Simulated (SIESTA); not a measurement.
Cu:

```
CELL_PARAMETERS angstrom
0.00000 1.80750 1.80750
1.80750 0.00000 1.80750
1.80750 1.80750 0.00000
ATOMIC_POSITIONS crystal
Cu 0.00000 0.00000 0.00000
```

Base run:

| Property | Result |
| --- | --- |
| Program | SIESTA 5.4.2 |
| Functional | PBE |
| Potentials or basis | PseudoDojo 0.4 standard (PBE files) |
| Basis | DZP (energy shift 0.003 Ry; two zetas on semicore shells) |
| Grid cutoff | 800 Ry |
| Energy shift | 0.003 Ry |
| k mesh | 13 × 13 × 13 |
| Occupations | fermi-dirac, width 0.05 eV |
| Spin | no spin polarisation |

Its results: band gap on the k mesh none (metal or under the smearing width); pressure 1.1 GPa.

Problem. The run is repeated on the same cell with these changes: potentials or basis from PseudoDojo 0.4 standard (PBE files) to SG15 1.2 (PBE files) or PseudoDojo by element. What comes out?

Solution. Band gap on the k mesh none (metal or under the smearing width); pressure 0.0 GPa.

Caveats: the basis of atomic orbitals isn't converged, which shifts pressures, moduli and gaps; short orbitals over semicore shells can move pressures by several GPa (some runs).
